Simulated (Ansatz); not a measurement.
## Si under changes of volume

One of the cells (19.522 Å³/atom); the others are scaled copies at fixed shape and fractional positions:

```xyz
2
Lattice="4.1209 0.0000 0.0000 -2.0605 3.5688 0.0000 0.0000 0.0000 2.6548" Properties=species:S:1:pos:R:3 pbc="T T T"
Si    0.0000    2.3792    1.3274
Si    2.0605    1.1896    1.3274
```

The cell was built by a generator and needn't be a form met in nature.

```yaml
Program: Ansatz 0.2.0
Functional: HSE06
Potentials_or_basis: Ansatz PAW
Cutoff: "420 eV (not typed: the program's choice for these potentials)"
k_mesh: 4 × 4 × 5
Occupations: fermi-dirac, width 0.05 eV
Spin: no spin polarisation
```

```csv
volume (Å³/atom),energy over the lowest point (meV/atom),pressure (GPa)
18.351,?,?
18.741,0.67,1.3
19.132,0.00,-0.7
19.522,3.77,-2.4
19.913,11.54,-3.9
20.303,22.92,-5.3
20.693,37.51,-6.5
```

Task: What does the run at 18.351 Å³/atom give?

Result: Energy over the lowest point 6.26 meV/atom; pressure 3.4 GPa.

Worked out: A Birch-Murnaghan fit of order 3 (a polynomial in V^(-2/3)) to the other rows has its minimum at 18.99 Å³/atom with B0 = V·E''(V) = 92 GPa and B' = 4.1 at fixed shape and positions, which overstates the stiffness. It gives 6.27 meV/atom at 18.351 Å³/atom, against the run's 6.26, and -dE/dV = 3.4 GPa, against 3.4.

Energies are extrapolated to zero smearing.

Caveats: all runs use coarse meshes; the PAW data sets come from PBE, with cores solved anew for the run's functional, which leaves a small shift of forces and pressure; the thresholds are loose for stress.
